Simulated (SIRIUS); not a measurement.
TaS2: single point with PBEsol

The system is TaS2.

```
Ta S
1.0
     3.35000    0.00000    0.00000
    -1.67500    2.90119    0.00000
     0.00000    0.00000    5.86000
Ta S
1 2
Cartesian
  0.0000 0.0000 0.0000
  1.6750 0.9671 4.3950
  0.0000 1.9341 1.4650
```

```
Program                                     : SIRIUS 7.12.0
Task                                        : single point
Functional                                  : PBEsol
Potentials or basis                         : PseudoDojo 0.4.1 PBEsol standard (scalar relativistic)
Cutoff                                      : 807 eV
Density cutoff                              : 3227 eV
k mesh                                      : 9 × 9 × 5
Occupations                                 : fermi-dirac, width 0.05 eV
Spin                                        : no spin polarisation
Libxc names                                 : ["XC_GGA_X_PBE_SOL", "XC_GGA_C_PBE_SOL"]
Energy tol                                  : 1e-08 Ha
Density tol                                 : 1e-06
Mixer                                       : anderson
Mixing beta                                 : 0.7
Max scf                                     : 100
Radial cutoff for the potentials' integrals : 6.5 bohr
```

```
Pressure               : 4.3 GPa
Largest force          : 0.973 eV/Å
Band gap on the k mesh : none (metal or under the smearing width)
```

Forces on the atoms (eV/Å):
```
Ta   0.000  0.000  0.000
S    0.000  0.000 -0.973
S    0.000  0.000  0.973
```

Stress tensor (GPa, compression positive):
```
2.49 0.00 0.00
0.00 2.49 0.00
0.00 0.00 7.91
```

It took 88 s on 1 thread of Intel(R) Xeon(R) Platinum 8259CL CPU @ 2.50GHz (Skylake/Cascade Lake), on a shared host, peak memory 0.49 GiB.

Caveat: this functional lacks dispersion, which binds the layers, so the pressure and a relaxed spacing across them are unreliable. The run has no spin-orbit coupling, so splittings on Ta are missing.
